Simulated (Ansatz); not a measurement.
The calculation used DFT PBE, scalar-relativistic, plane waves, PAW in Ansatz. All cells share a 420 eV cutoff and Γ-centred k meshes spaced at most about 0.3 Å⁻¹ (about 0.25 or finer for metals, 2π included). No spin polarisation.

All energies are static (0 K, no zero-point motion).

Task: Order these relaxed structures of TePt₂ by energy, lowest first, with the energy over the lowest of them.
A.

```
Te Pt
1.0
     3.98384    0.00000    0.00000
     0.00000    4.02020    0.00000
     0.00000    0.00000    9.24055
Te Pt
2 4
Direct
  0.25000 0.00000 0.69920
  0.75000 0.00000 0.30079
  0.75000 0.00000 0.89232
  0.25000 0.50000 0.87845
  0.25000 0.00000 0.10768
  0.75000 0.50000 0.12155
```

B.

```
Te Pt
1.0
     5.47797    0.00000    0.00000
     0.00000    4.87091    0.00000
     0.00000    0.00000    8.43707
Te Pt
4 8
Direct
  0.34588 0.75000 0.37457
  0.15412 0.25000 0.87457
  0.65412 0.25000 0.62543
  0.84588 0.75000 0.12543
  0.35997 0.75000 0.04589
  0.14003 0.25000 0.54589
  0.17432 0.75000 0.72932
  0.32568 0.25000 0.22932
  0.64002 0.25000 0.95411
  0.85998 0.75000 0.45411
  0.82568 0.25000 0.27068
  0.67432 0.75000 0.77068
```

C.

```
Te Pt
1.0
    -2.72060    2.72060    4.02467
     2.72060   -2.72060    4.02467
     2.72060    2.72060   -4.02467
Te Pt
2 4
Cartesian
  0.0000 0.0000 2.0123
  0.0000 0.0000 6.0370
  0.9679 3.6885 0.0000
  1.7527 0.9679 0.0000
  1.7527 -0.9679 4.0247
  0.9679 1.7527 4.0247
```

Result: A (0 meV/atom), B (69 meV/atom), C (131 meV/atom). Forms: A Pmma; B Pnma; C I4/mcm. Counting Te atoms around Pt (those within 1.25 times the shortest such distance or 1.15 times the sum of covalent radii; a plus sign parts nearer from farther groups; a slash parts the counts of unlike sites): A has Pt 2; B has Pt 2+1/5; C has Pt 4. All come from invented guesses.

No dispersion correction is applied, so the spacing and binding between layers, chains or molecules are poorly described (Pmma), and this can change margins and order among such cells. These runs have no spin–orbit coupling, which can matter for Pt and Te. Cells relaxed within their symmetry can be saddle points. Some structure types and database cells were kept out of the candidates from the start, so a known form may be missing.
